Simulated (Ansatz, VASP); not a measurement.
**Two plane-wave programs on Al**

POSCAR

```
Al
1.0
    2.6015212001      0.0000000000      0.0000000000
   -1.3007606000      2.2529834478      0.0000000000
    0.0000000000      0.0000000000      4.8668500000
Al
2
Direct
    0.6666666667      0.3333333333      0.7500000000
    0.3333333333      0.6666666667      0.2500000000
```

The input INCAR.step1:

```
PREC = Accurate
ENCUT = 520
ISMEAR = 0
SIGMA = 0.15
LREAL = F
LASPH = T
NELM = 100
NBANDS = 10
GGA = PE
ALGO = Normal
EDIFF = 1E-4
LWAVE = T
LCHARG = F
```

File INCAR.step2:

```
PREC = Accurate
ENCUT = 520
EDIFF = 1E-6
ISMEAR = 0
SIGMA = 0.15
LREAL = F
LASPH = T
NELM = 100
ALGO = Normal
ISIF = 2
LWAVE = F
LCHARG = T
METAGGA = R2SCAN
LMIXTAU = T
LELF = T
LVHAR = T
NBANDS = 10
ISTART = 1
```

KPOINTS

```
Automatic mesh
0
Gamma
  18 18 10
```

Input for Ansatz:

```yaml
crystal:
  lattice:
    - [2.6015212001, 0.0, 0.0]
    - [-1.3007606, 2.2529834478, 0.0]
    - [0.0, 0.0, 4.86685]
  atoms:
    - { symbol: Al, position: [0.6666666667, 0.3333333333, 0.75] }
    - { symbol: Al, position: [0.3333333333, 0.6666666667, 0.25] }
basis:
  ecutwfc: 500
kpoints:
  mp_grid: { grid: [18, 18, 10] }
hamiltonian:
  xc: r2scan
scf:
  occupations: { method: gaussian, width: 0.15 }
output:
  forces: true
  stress: true
  eigenvalues: true
```

Change from the starting cell: strain -0.0750 x Voigt [1, 1, 0, 0, 0, 0], atoms carried along.

Alike in both runs: task single point; functional r2SCAN; k mesh 18 × 18 × 10; occupations gaussian, width 0.15 eV; no spin polarisation.

|  | VASP | Ansatz |
| --- | --- | --- |
| version | VASP 6.6.1 | Ansatz 0.2.0 |
| potentials or method | VASP PAW PBE potentials, release 64 (Al) | scalar-relativistic, plane waves, PAW |
| plane-wave cutoff (eV) | 520 | 500 |
| valence electrons in the cell | 6 | 6 |

Ansatz gave:

| Item | Value |
| --- | --- |
| gap on the k mesh at the Fermi level (eV) | none |
| pressure (GPa) | 16.5 |
| largest component of the traceless stress (GPa) | 14.41 |

Q: What did VASP give for the same quantities?

A: gap on the k mesh at the Fermi level (eV): none; pressure (GPa): 16.1; largest component of the traceless stress (GPa): 14.36.

A gap of «none» marks a metal or a gap that the smearing closes.

Caveats: so large a pressure means that the cell lies far from this level's equilibrium, or that cutoff or potentials fall short (VASP); the potentials were made for another functional, which shifts forces and pressure (VASP).
